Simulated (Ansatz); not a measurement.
# ZnAu: a tetragonal deformation path

One table from this session's results is given with a row withheld; the runs are named, their logs left out.

Program: Ansatz 0.2.0. Level of theory: DFT LDA, scalar-relativistic, plane waves, PAW. These are calculated values, not measurements.

**The starting structure**

The structure is cubic, space group Pm-3m (No. 221). Conventional cell: a = 3.147 Å, b = 3.147 Å, c = 3.147 Å, α = 90.00°, β = 90.00°, γ = 90.00°. Around Zn (site symmetry m-3m) lie 8 Au at 2.73 Å. Around Au (site symmetry m-3m) lie 8 Zn at 2.73 Å.

Structure file:

```
CELL_PARAMETERS angstrom
3.14700 0.00000 0.00000
0.00000 3.14700 0.00000
0.00000 0.00000 3.14700
ATOMIC_POSITIONS crystal
Zn 0.50000 0.50000 0.50000
Au 0.00000 0.00000 0.00000
```

Source of the structure: the Crystallography Open Database.

Set-up of the first run:

input.yaml reads:

```yaml
crystal:
  lattice:
    - [3.147, 0.0, 0.0]
    - [0.0, 3.147, 0.0]
    - [0.0, 0.0, 3.147]
  atoms:
    - { symbol: Zn, position: [0.5, 0.5, 0.5] }
    - { symbol: Au, position: [0.0, 0.0, 0.0] }
basis:
  ecutwfc: 420
kpoints:
  mp_grid: { grid: [6, 6, 6] }
hamiltonian:
  xc: lda
scf:
  occupations: { method: gaussian, width: 0.1 }
output:
  forces: true
  stress: true
  eigenvalues: true
```

The run is started by

```
$ ansatz run input.yaml --threads 1 --pin off --max-ram 1228MiB --backend cpu --events-out ev --progress --plain --runs-dir out
```

Among the steps run: Probe: one point at the start; Zero of the scan; ρ = 0.707; ρ = 1.414; Point ρ = 0.850; ρ = 1.200; Point ρ = 0.780; Point ρ = 1.300; Point ρ = 0.920; Point ρ = 1.100; Point ρ = 0.650; ρ = 1.500; At ρ = 0.960; At ρ = 1.050.

One table of the session follows, with a row left open; its other results are not shown here.

It belongs to the step «The scan collected». Collected from the runs (energy zero: the undisturbed cell):

```
    ρ  ΔE (meV/atom)  pressure (GPa)
0.650          459.5            16.4
0.707          176.1             4.3
0.780           46.9            -3.2
0.850           12.7            -5.8
0.920            2.3            -6.7
0.960            0.7            -6.8
1.000            0.0            -6.9
1.050            1.0            -6.8
1.100              ?               ?
1.200            7.9            -6.6
1.300           21.0            -6.3
1.414           43.9            -5.7
1.500           70.0            -4.9
```

Q: Estimate the row for ρ = 1.100 from the others.

Worked estimate for «ΔE (meV/atom)». A straight line through the neighbours (1.050, 1.0) and (1.200, 7.9) gives 1.0 + (7.9 − 1.0) × (1.100 − 1.050) / (1.200 − 1.050) = 3.3; a parabola fitted to 4 rows on both sides gives 1.6.

As computed: ΔE (meV/atom): 2.5; pressure (GPa): -6.8. In «ΔE (meV/atom)» the line misses by +0.8 and the parabola by -0.9.
